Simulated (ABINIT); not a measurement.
Be2C:

```
C Be
1.0
     0.00000    2.16500    2.16500
     2.16500    0.00000    2.16500
     2.16500    2.16500    0.00000
C Be
1 2
Direct
  0.00000 0.00000 0.00000
  0.75000 0.75000 0.75000
  0.25000 0.25000 0.25000
```

Base run:

```yaml
Program: ABINIT 10.8.3 (patched build)
Functional: LDA
Potentials_or_basis: PseudoDojo NC SR LDA v0.4.1 standard
Cutoff: 952 eV
k_mesh: 8 × 8 × 8
Occupations: fermi-dirac, width 0.05 eV
Spin: no spin polarisation
```

Its results: band gap on the k mesh 1.19 eV, indirect (least direct gap 4.05 eV).

Question: The run is repeated on the same cell with these changes: functional from LDA to PBEsol; potentials or basis from PseudoDojo NC SR LDA v0.4.1 standard to PseudoDojo NC SR PBEsol v0.4.1 standard; cutoff from 952 eV to 1034 eV. What comes out?

Answer: Band gap on the k mesh 1.07 eV, indirect (least direct gap 4.12 eV).

A k mesh can miss the band edges.
